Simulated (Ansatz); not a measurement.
# EuS: the cost of one run

Computed with Ansatz 0.2.0 (DFT PBEsol+U (U_eff = 1 eV on Eu f), plane waves, PAW, no spin–orbit coupling unless a run says so, unless a step's input says otherwise).

### Step 1. Starting point

It takes space group Fm-3m (No. 225, cubic). The conventional cell has a = 5.957 Å, b = 5.957 Å, c = 5.957 Å, α = 90.00°, β = 90.00°, γ = 90.00°. Around Eu (site symmetry m-3m) lie 6 S at 2.98 Å. S (site symmetry m-3m) is surrounded by 6 Eu at 2.98 Å.

As a file:

```cif
data_structure
_symmetry_space_group_name_H-M 'P 1'
_symmetry_Int_Tables_number 1
_cell_length_a 4.2122
_cell_length_b 7.2958
_cell_length_c 8.4245
_cell_angle_alpha 30.000
_cell_angle_beta 60.000
_cell_angle_gamma 54.736
_cell_volume 105.69
loop_
_atom_site_label
_atom_site_type_symbol
_atom_site_fract_x
_atom_site_fract_y
_atom_site_fract_z
_atom_site_occupancy
Eu1 Eu 0.50000 0.50000 0.00000 1
S1 S 0.00000 0.00000 0.00000 1
Eu2 Eu 0.50000 0.50000 0.50000 1
S2 S 0.00000 0.00000 0.50000 1
```

### Step 2. Ferromagnetic start, free, symmetry kept, no search

input.yaml

```yaml
crystal:
  lattice:
    - [0.0, 2.97850187, 2.97850187]
    - [5.95700374, 2.97850187, 2.97850187]
    - [5.95700374, 5.95700374, 0.0]
  atoms:
    - { symbol: Eu, position: [0.5, 0.5, 0.0], spin: 7.0 }
    - { symbol: S, position: [0.0, 0.0, 0.0] }
    - { symbol: Eu, position: [0.5, 0.5, 0.5], spin: 7.0 }
    - { symbol: S, position: [0.0, 0.0, 0.5] }
basis:
  ecutwfc: 420
  ecutrho_ratio: 4
kpoints:
  mp_grid: { grid: [6, 6, 6] }
hamiltonian:
  xc: pbesol
  hubbard:
    sites: [{ site: 0, l: f, u_eff: 1.0 }, { site: 2, l: f, u_eff: 1.0 }]
scf:
  occupations: { method: gaussian, width: 0.05 }
  lower_state_search: "off"
  max_iter: 150
output:
  forces: true
  stress: true
  eigenvalues: true
  populations: true
  hubbard: { sites: [{ site: 0, l: f }, { site: 2, l: f }] }
magnetization:
  spin_polarized: true
```

Started as:

```console
$ ansatz run input.yaml --threads 4 --pin off --max-ram 6144MiB --backend cpu --events-out ev --progress --plain --runs-dir out
```

**Question.** How long does this run take on 4 threads of Arm Neoverse V2, shared host, and how much memory does it need?

About 9.4 s, with a peak of 0.68 GiB.
